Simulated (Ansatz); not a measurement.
This Ansatz input for CdO was spoiled on purpose:

```yaml
crystal:
  lattice:
    - [0.0, 2.3838145603, 2.3838145603]
    - [2.3838145603, 0.0, 2.3838145603]
    - [2.3838145603, 2.3838145603, 0.0]
  atoms:
    - { symbol: Cd, position: [0.0, 0.0, 0.0] }
    - { symbol: O, position: [0.5, 0.5, 0.5] }
basis:
  ecutwfc: 420
  ecutrho_ratio: 4
kpoints:
  mp_grid: { grid: [12, 12, 12] }
hamiltonian:
  xc: pbe
  pseudopotentials: { kind: nc }
scf:
  occupations: { method: gaussian, width: 0.05 }
  max_iter: 75
output:
  forces: true
  stress: true
magnetization:
  spin_polarized: true
  spin_orbit: true
```

Launched as:
```sh
ansatz run input.yaml --threads 4 --pin off --max-ram 7168MiB --backend cpu --events-out ev --progress --plain --runs-dir out
```

What is wrong with it?

Spin-orbit coupling on scalar files. Against the sound input: magnetization: {"spin_polarized": true, "spin_orbit": true}; hamiltonian.pseudopotentials: {"kind": "nc"} (the cap on iterations is only a precaution).

What the program printed:

```
Error: 2 input errors — fix all and re-run
  1. inconsistent input (magnetization.spin_orbit, magnetization.noncollinear): true requires noncollinear: true — spin–orbit coupling acts on 2-spinor wavefunctions; set both flags
  2. inconsistent input (magnetization.spin_orbit, hamiltonian.pseudopotentials.kind): true requires a fully-relativistic hamiltonian.pseudopotentials.kind (nc_fr or paw_fr), or kind: all_electron without datasets and azcp, which then solves Dirac's equation on LAPW. paw_fr resolves this project's PAW files (source: ansatz) by j as it reads them
```

The input was refused before any iteration. Cost: 0.02 s on 4 threads of Arm Neoverse V2, with other jobs on the host, peak memory 0.03 GiB. The run before the change (PBE, 420 eV, 12×12×12 mesh) gave:

| run | P (GPa) | gap on the mesh (eV) | cell moment (μB) | largest force component (eV/Å) |
| --- | --- | --- | --- | --- |
| sound | 0.0 | metal | – | 0.000 |

The chain of runs began from a cell as deposited in COD, expanded in volume.
